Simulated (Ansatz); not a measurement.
KCl: reading a single point

```xyz
2
Lattice="0.0000 3.2480 3.2480 3.2480 0.0000 3.2480 3.2480 3.2480 0.0000" Properties=species:S:1:pos:R:3 pbc="T T T"
K     0.0000    0.0000    0.0000
Cl    3.2480    3.2480    3.2480
```

Method: PBEsol, collinear spin; PAW, plane waves to 420 eV, 6×6×6 Γ-centred mesh, fermi-dirac occupations (width 0.0659 eV) (Ansatz 0.2.0), atoms fixed.

The state carries no moments; the state need not be the lowest.

Metal or insulator? Give the gap.

The gap is 4.74 eV, direct at the points sampled. A semilocal functional usually gives too small a gap.

Describe some of the short contacts.

K–Cl at 3.25 Å: least valence density 0.07 e/Å³ and ELF 0.04 there, a closed-shell (ionic or weak) contact. These are pseudo-fields; inside the PAW spheres they differ from the all-electron ones.

Is the cell too large or too small?

The pressure is -1.6 GPa (compression positive), so with the atoms held at these fractions the cell would first shrink.

What is the character of the valence top and the conduction bottom?

Within 0.7 eV of the edges, the states project mainly on Cl p (96 %) below the gap and on K s (80 %) and Cl s (13 %) above it.

Origin: a database entry at a rescaled volume. Caveats: the input typed no starting moments.
